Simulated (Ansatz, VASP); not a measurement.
**PbO2: VASP beside Ansatz**

The input INCAR:

```
SYSTEM = PbO2
  PREC = Accurate
  ENCUT = 520
  EDIFF = 1E-7
  ISMEAR = -1
  SIGMA = 0.05
  LREAL = .FALSE.
  LASPH = .TRUE.
  NELM = 60
  ALGO = Normal
  ISIF = 2
  LWAVE = .FALSE.
  LCHARG = .TRUE.
  GGA = PS
  LELF = .TRUE.
  LVHAR = .TRUE.
  NBANDS = 20
```

Contents of KPOINTS:

```
Automatic mesh
0
G
  9 9 9
  0 0 0
```

File POSCAR:

```
PbO2
1.0
    0.0000000000      2.7019920000      2.7019920000
    2.7019920000      0.0000000000      2.7019920000
    2.7019920000      2.7019920000      0.0000000000
Pb O
1 2
Direct
   -0.0038920000      0.0019790000      0.0053630000
    0.7454200000      0.7468610000      0.7419540000
    0.2379960000      0.2722400000      0.2412150000
```

Contents of input.yaml:

```yaml
crystal:
  lattice:
    - [0.0, 2.701992, 2.701992]
    - [2.701992, 0.0, 2.701992]
    - [2.701992, 2.701992, 0.0]
  atoms:
    - { symbol: Pb, position: [-0.003892, 0.001979, 0.005363] }
    - { symbol: O, position: [0.74542, 0.746861, 0.741954] }
    - { symbol: O, position: [0.237996, 0.27224, 0.241215] }
hamiltonian:
  xc: pbesol
  pseudopotentials: { kind: paw }
kpoints:
  mp_grid: { grid: [9, 9, 9] }
scf:
  occupations: { method: fermi_dirac, width: 0.05 }
output:
  forces: true
  stress: true
  eigenvalues: true
```

Change from the starting cell: atoms moved at random, drawn with an rms of 0.05 Å.

Alike in both runs: task single point; functional PBEsol; k mesh 9 × 9 × 9; occupations fermi-dirac, width 0.05 eV; no spin polarisation.

|  | VASP | Ansatz |
| --- | --- | --- |
| version | VASP 6.6.1 | Ansatz 0.2.0 |
| potentials or method | VASP PAW PBE potentials, release 64 (Pb_d, O) | Ansatz PAW |
| plane-wave cutoff (eV) | 520 | 420 |
| valence electrons in the cell | 26 | 26 |

Ansatz gave:

```
gap on the k mesh at the Fermi level (eV)       : none
pressure (GPa)                                  : -5.3
largest component of the traceless stress (GPa) : 0.32
rms of the force components (eV/Å)              : 0.232
```

Task: Estimate VASP's values.

Result: gap on the k mesh at the Fermi level (eV): none; pressure (GPa): -5.1; largest component of the traceless stress (GPa): 0.37; rms of the force components (eV/Å): 0.235.

Atom by atom the forces differ by 0.004 eV/Å (rms over components). A gap of «none» marks a metal or a gap that the smearing closes.

Caveats: the PAW data sets were made with another functional, which shifts forces and pressure a little (VASP); the pressure holds a Pulay correction of +0.7 GPa for the finite cutoff (Ansatz); the PAW data sets come from PBE, with cores solved anew for the run's functional, which leaves a small shift of forces and pressure (Ansatz). Spin-orbit coupling is left out, which matters for the levels of Pb.
